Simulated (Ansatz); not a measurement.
**Guessed and relaxed cells of CdTe**

A trial structure of CdTe was built thus: random cell by space group and Wyckoff sites (P6/mmm, No. 191). Lengths were set from tabulated atomic sizes, so they are only a guess.

start.cif

```cif
data_structure
_symmetry_space_group_name_H-M 'P6/mmm'
_symmetry_Int_Tables_number 191
_cell_length_a 4.1168
_cell_length_b 4.1168
_cell_length_c 9.4264
_cell_angle_alpha 90.000
_cell_angle_beta 90.000
_cell_angle_gamma 120.000
_cell_volume 138.36
loop_
_atom_site_label
_atom_site_type_symbol
_atom_site_symmetry_multiplicity
_atom_site_Wyckoff_symbol
_atom_site_fract_x
_atom_site_fract_y
_atom_site_fract_z
_atom_site_occupancy
Cd1 Cd 2 e 0.00000 0.00000 0.22249 1
Te1 Te 1 a 0.00000 0.00000 0.00000 1
Te2 Te 1 b 0.00000 0.00000 0.50000 1
```

These are results of DFT PBE, scalar-relativistic, plane waves, PAW in Ansatz 0.2.0, not measurements. Cutoff 420 eV, Gaussian smearing, Γ-centred meshes. Cell and atoms relax first on a coarse mesh and then on a finer one. In between, the cell is made exact in the group found at 0.06 Å. In metals the finer mesh still leaves noise of several meV/atom or more. The steps can't lower the symmetry of their start. No spin polarisation.

end.cif

```cif
data_structure
_symmetry_space_group_name_H-M 'P6/mmm'
_symmetry_Int_Tables_number 191
_cell_length_a 3.1936
_cell_length_b 3.1936
_cell_length_c 6.4428
_cell_angle_alpha 90.000
_cell_angle_beta 90.000
_cell_angle_gamma 120.000
_cell_volume 56.91
loop_
_atom_site_label
_atom_site_type_symbol
_atom_site_symmetry_multiplicity
_atom_site_Wyckoff_symbol
_atom_site_fract_x
_atom_site_fract_y
_atom_site_fract_z
_atom_site_occupancy
Cd1 Cd 1 b 0.00000 0.00000 0.50000 1
Te1 Te 1 a 0.00000 0.00000 0.00000 1
```

The symmetry stays P6/mmm (No. 191). The volume per atom shrinks by 17.7 %, from 34.6 to 28.5 Å³. The shortest distance goes from 2.10 Å (Cd–Te) to 3.19 Å (Cd–Cd and Te–Te). The ratio c/a of the conventional cell changes by a factor of 0.88. The energy falls by about 1.6 eV/atom (the start's value is from the coarse mesh). The end is written in a standard setting, so origin, axes and order of atoms can differ from the start's.

```json
{
 "Volume per atom": "28.45 Å³",
 "Density": "7.00 g/cm³",
 "Energy over the elements": "+0.08 eV/atom",
 "Gap on the 18×18×10 mesh of the 2-atom cell": "0 eV (a metal)"
}
```

Formation energies are uncorrected and refer to the elements' standard structures at the same level. A positive value: parting into the elements would lower its energy.

The last run used Gaussian smearing of 0.10 eV. These runs have no spin–orbit coupling, which can matter for Te. The reference form of Te is held partly by dispersion forces, which this level lacks. A structure relaxed within its symmetry needn't be a true minimum. In all, the 4 runs took 13 min on 1 thread of Intel(R) Xeon(R) Processor @ 2.50GHz (Skylake/Cascade Lake), with other jobs on the host. Another cell of CdTe relaxed alike, in F-43m (a cell as deposited in COD), lies 0.55 eV/atom lower, so this cell isn't the stable form at this level.
